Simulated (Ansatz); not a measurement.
## Symmetry broken, then relaxed in Ag

Theory: DFT PBEsol, scalar-relativistic, plane waves, PAW (Ansatz 0.2.0). The runs took a 420 eV cutoff, a Γ-centred 12×12×8 mesh and Gaussian smearing (0.15 eV). No spin polarisation. Energies are free energies at this smearing, counted from the undisturbed cell; pressure is positive in compression.

The undisturbed cell (relaxed at this level; this bcc form isn't the usual structure):

```
Ag
1.0
    -1.61256    1.61256    1.61256
     1.61256   -1.61256    1.61256
     3.22511    3.22511    0.00000
Ag
2
Direct
  0.00000 0.00000 0.00000
  0.50000 0.50000 0.50000
```

The atoms are displaced (Å, in the unstrained cell):

```tsv
atom	ux	uy	uz
Ag1	-0.059	-0.095	0.354
Ag2	0.059	0.095	-0.354
```

Cell and atoms are then relaxed.

Question: Does the relaxation return to the undisturbed structure?

Answer: No. It ends 34.6 meV/atom below it. The disturbance itself cost 548.5 meV/atom. The final space group reads P6_3/mmc (tolerance 0.05 Å) and the volume changes by -0.32 %.

Final structure:

```xyz
2
Lattice="-1.7574 1.7575 1.4378 1.7575 -1.7574 1.4377 3.3083 3.3083 0.0002" Properties=species:S:1:pos:R:3 pbc="T T T"
Ag    1.8428    4.7738    1.4380
Ag    1.3623    1.9461    1.4377
```

The relaxation, step by step (energy from the first step; small jumps at an unchanged geometry come where the plane waves are selected anew for the new cell):

```csv
step,ΔE (meV/atom),largest force component (eV/Å),pressure (GPa)
1,0.0,3.208,17.63
2,-474.3,0.758,2.39
3,-550.4,0.232,0.90
4,-579.1,0.069,0.54
5,-583.0,0.003,-0.06
6,-583.0,0.000,-0.01
7,-583.1,0.000,0.02
```

Frames along the relaxation (Å, eV/Å):

```xyz
2
Lattice="-1.613 1.613 1.613 1.613 -1.613 1.613 3.225 3.225 0.000" Properties=species:S:1:pos:R:3:forces:R:3 pbc="T T T" step=1
Ag   -0.059   -0.095    0.354    3.208    3.026   -2.538
Ag    1.672    1.708    1.259   -3.208   -3.026    2.538
2
Lattice="-1.610 1.644 1.558 1.639 -1.611 1.554 3.321 3.327 0.062" Properties=species:S:1:pos:R:3:forces:R:3 pbc="T T T" step=2
Ag    0.007   -0.039    0.174    0.457    0.406   -0.758
Ag    1.668    1.719    1.414   -0.457   -0.406    0.758
2
Lattice="-1.642 1.659 1.557 1.653 -1.635 1.544 3.268 3.266 0.036" Properties=species:S:1:pos:R:3:forces:R:3 pbc="T T T" step=3
Ag    0.126   -0.145    0.053    0.205    0.110   -0.232
Ag    1.513    1.791    1.516   -0.205   -0.110    0.232
2
Lattice="-1.719 1.727 1.477 1.720 -1.712 1.463 3.295 3.295 0.015" Properties=species:S:1:pos:R:3:forces:R:3 pbc="T T T" step=4
Ag    0.251   -0.258    0.022    0.069    0.031   -0.053
Ag    1.397    1.913    1.456   -0.069   -0.031    0.053
2
Lattice="-1.759 1.760 1.437 1.759 -1.758 1.435 3.311 3.310 0.002" Properties=species:S:1:pos:R:3:forces:R:3 pbc="T T T" step=5
Ag    0.292   -0.292    0.002    0.003   -0.002   -0.003
Ag    1.364    1.948    1.435   -0.003    0.002    0.003
2
Lattice="-1.757 1.757 1.438 1.757 -1.757 1.438 3.308 3.308 0.000" Properties=species:S:1:pos:R:3:forces:R:3 pbc="T T T" step=6
Ag    0.292   -0.292    0.000    0.000    0.000    0.000
Ag    1.362    1.946    1.438    0.000    0.000    0.000
2
Lattice="-1.757 1.757 1.438 1.757 -1.757 1.438 3.308 3.308 0.000" Properties=species:S:1:pos:R:3:forces:R:3 pbc="T T T" step=7
Ag    0.292   -0.292    0.000    0.000    0.000    0.000
Ag    1.362    1.946    1.438    0.000    0.000    0.000
```

Cost: 3 runs of about 3.4 core-minutes in all, on Arm Neoverse V1 (shared hosts).